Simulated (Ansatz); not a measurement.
Consider the following.

```xyz
5
Lattice="5.9903 0.0000 0.0000 2.9952 5.1878 0.0000 2.9952 -1.7293 2.3417" Properties=species:S:1:pos:R:3 pbc="T T T"
Ba     0.0000     0.0000     0.0000
Sn     2.9952     1.7293     1.1708
O      1.4976     2.5939     0.0000
O      4.4927     2.5939     0.0000
O      2.9952     0.0000     0.0000
```

No spin polarisation.

A single point on BaSnO3 with a change (biaxial strain +2.77 %, plane normal [111], relaxed out of plane), its geometry relaxed with PBEsol.

Level of theory: Ansatz (a first-principles code) r2SCAN, scalar-relativistic without spin-orbit coupling, earlier PAW set. k-mesh 8×8×8 (Γ-centred); smearing 0.05 eV (Fermi–Dirac).

**Question.** Predict the band gap, smallest direct gap and width of the top valence band.

**Answer.** The band gap is 1.10 eV, the smallest direct gap comes out as 1.47 eV and the width of the top valence band comes out as 0.99 eV.

Single points use the geometry relaxed with PBEsol. Whether these cells are dynamically stable was not tested. The cell was made from BaSnO₃ in the cubic perovskite structure (space group Pm-3m, No. 221) by this change: biaxial strain +2.77 %, plane normal [111], relaxed out of plane.
